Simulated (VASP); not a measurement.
Input of a VASP 6.6.1 run:

The input INCAR:

```
SYSTEM = AlCo
PREC = Accurate
ENCUT = 600
EDIFF = 1E-7
ISMEAR = 1
SIGMA = 0.1
LREAL = .False.
LASPH = .True.
NELM = 80
ALGO = Normal
ISIF = 3
LWAVE = .False.
LCHARG = .False.
GGA = PE
IVDW = 12
IBRION = 2
NSW = 90
EDIFFG = -0.005
```

KPOINTS

```
regular mesh
0
Gamma
  14 14 14
  0 0 0
```

Contents of POSCAR:

```
AlCo                                    
1.0
    2.8194032100      0.0000000000      0.0000000000
    0.0000000000      2.8194032100      0.0000000000
    0.0000000000      0.0000000000      2.8194032100
  Al              Co            
     1     1
Direct
     0.0000000000000000    0.0000000000000000    0.0000000000000000
     0.5000000000000000    0.5000000000000000    0.5000000000000000
```

Potentials or basis: VASP PAW PBE potentials, release 64 (Al, Co).

Command:

```console
$ cat potpaw_PBE.64/Al/POTCAR potpaw_PBE.64/Co/POTCAR > POTCAR
$ mpirun -np 1 vasp_std > vasp.out
```

(1) Estimate the space group after relaxing (to 0.05 Å).

(2) Predict the dispersion energy per atom.

Results:

(1) Pm-3m (No. 221).

(2) -0.450 eV.
